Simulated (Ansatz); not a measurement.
Here is an Ansatz 0.2.0 calculation.

input.yaml

```yaml
crystal:
  lattice:
    - [4.5072020454, 0.0, 0.0]
    - [0.0, 4.5072020454, 0.0]
    - [0.0, 0.0, 3.04445]
  atoms:
    - { symbol: V, position: [0.5, 0.5, 0.5], spin: 2.0 }
    - { symbol: V, position: [0.0, 0.0, 0.0], spin: 2.0 }
    - { symbol: O, position: [0.200358, 0.799642, 0.5] }
    - { symbol: O, position: [0.799642, 0.200358, 0.5] }
    - { symbol: O, position: [0.700358, 0.700358, 0.0] }
    - { symbol: O, position: [0.299642, 0.299642, 0.0] }
hamiltonian:
  xc: blyp
  pseudopotentials: { kind: paw }
magnetization:
  spin_polarized: true
kpoints:
  mp_grid: { grid: [6, 6, 9] }
  band_path:
    path:
      - [[0.0, 0.0, 0.0], [0.0, 0.5, 0.0], [0.5, 0.5, 0.0], [0.0, 0.0, 0.0], [0.0, 0.0, 0.5], [0.0, 0.5, 0.5], [0.5, 0.5, 0.5], [0.0, 0.0, 0.5]]
      - [[0.0, 0.5, 0.0], [0.0, 0.5, 0.5]]
      - [[0.5, 0.5, 0.0], [0.5, 0.5, 0.5]]
    npoints: 14
scf:
  occupations: { method: fermi_dirac, width: 0.05 }
  n_extra_bands: 15
output:
  forces: true
  stress: true
  eigenvalues: true
  fatbands: true
```

Potentials or basis: Ansatz PAW.

Run with:

```sh
$ ansatz run input.yaml --threads 2 --pin off --max-ram 5632MiB --backend cpu --events-out ev --progress --plain --runs-dir out
```

Q: What does it give for the net moment?

A: 2.00 μB per cell.

Q: Predict the site moments.

A: V +0.86; O -0.05 μB.

Q: Estimate the largest force.

A: 0.201 eV/Å.

Q: What does it give for the band gap on the k mesh?

A: None (metal or under the smearing width).

Stress tensor (GPa, compression positive):
```
  2.77   0.00   0.00
  0.00   2.77   0.00
  0.00   0.00 -13.68
```

Caveat: the pressure holds a Pulay correction of +1.0 GPa for the finite cutoff; semilocal functionals often make such compounds metallic where correlation or magnetic order opens a gap, which also shifts bond lengths; the PAW data sets come from PBE, with cores solved anew for the run's functional, which leaves a small shift of forces and pressure. With open d or f shells a metallic result of BLYP can be an artefact of self-interaction; +U or a hybrid may open a gap.
